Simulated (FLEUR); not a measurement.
Crystal: Fe.

```
CELL_PARAMETERS angstrom
2.43416 0.00000 0.00000
-1.21708 2.10804 0.00000
0.00000 0.00000 3.84193
ATOMIC_POSITIONS crystal
Fe 0.66667 0.33333 0.75000
Fe 0.33333 0.66667 0.25000
```

This isn't the form of Fe at room conditions, which is bcc.

Base run:

| Item | Value |
| --- | --- |
| Program | FLEUR MaX-R8.1 (later development tree) |
| Functional | PBEsol |
| Potentials or basis | all-electron |
| Basis | FLAPW |
| Kmax | 4.76 1/bohr |
| k mesh | 10 × 10 × 6 |
| Occupations | fermi-dirac, width 0.05 eV |
| Spin | collinear spin, ferromagnetic start |
| Starting moments | [3.0, 3.0] μB |
| Hubbard terms | Fe d U = 4 eV |

Its results: band gap on the k mesh none (metal or under the smearing width); net moment 5.52 μB per cell; site moments Fe +2.83 μB.

Question: The run is repeated on the same cell with these changes: hubbard terms from Fe d U = 4 eV to Fe d U = 3 eV. What comes out?

Answer: Band gap on the k mesh none (metal or under the smearing width); net moment 5.36 μB per cell; site moments Fe +2.73 μB.

Caveats: the U is typed as a test and isn't derived for this compound.

Not every run made on this cell is shown here.
